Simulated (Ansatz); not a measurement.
# MnS under changes of volume

One of the cells (17.667 Å³/atom); the others are scaled copies at fixed shape and fractional positions:

```
CELL_PARAMETERS angstrom
0.00000 2.60450 2.60450
2.60450 0.00000 2.60450
2.60450 2.60450 0.00000
ATOMIC_POSITIONS crystal
Mn 0.00000 0.00000 0.00000
S 0.50000 0.50000 0.50000
```

- Program: Ansatz 0.2.0
- Functional: r2SCAN
- Potentials or basis: Ansatz PAW
- Cutoff: 500 eV (not typed: the program's choice for these potentials)
- k mesh: 9 × 9 × 9
- Occupations: fermi-dirac, width 0.05 eV
- Spin: collinear spin, ferromagnetic start
- Starting moments: [4.0, 0.0] μB

| volume (Å³/atom) | energy over the lowest point (meV/atom) | pressure (GPa) | moment (μB per cell) |
| --- | --- | --- | --- |
| 16.607 | 18.69 | 5.1 | 4.88 |
| 16.961 | ? | ? | ? |
| 17.314 | 3.11 | 2.0 | 4.96 |
| 17.667 | 0.00 | 0.5 | 4.98 |
| 18.021 | 0.59 | -1.1 | 4.99 |
| 18.374 | 4.57 | -2.6 | 4.99 |
| 18.727 | 11.63 | -3.9 | 5.00 |

**Question.** What does the run at 16.961 Å³/atom give?

**Answer.** Energy over the lowest point 9.40 meV/atom; pressure 3.5 GPa; moment 4.92 μB per cell.

Worked out: A Birch-Murnaghan fit of order 3 (a polynomial in V^(-2/3)) to the other rows has its minimum at 17.79 Å³/atom with B0 = V·E''(V) = 77 GPa (rough, since the energies scatter). It gives 9.23 meV/atom at 16.961 Å³/atom, against the run's 9.40, and -dE/dV = 3.6 GPa, against 3.5. A parabola through the other rows of the moment, of slope 0.103 μB per Å³/atom there, gives 4.92 μB, against the run's 4.92.

Energies are extrapolated to zero smearing.

Caveats: the magnetic or orbital state may not be the lowest; a cell with one magnetic atom can't hold antiferromagnetic order, which such compounds often take; the PAW data sets come from PBE, with cores solved anew for the run's functional, which leaves a small shift of forces and pressure.
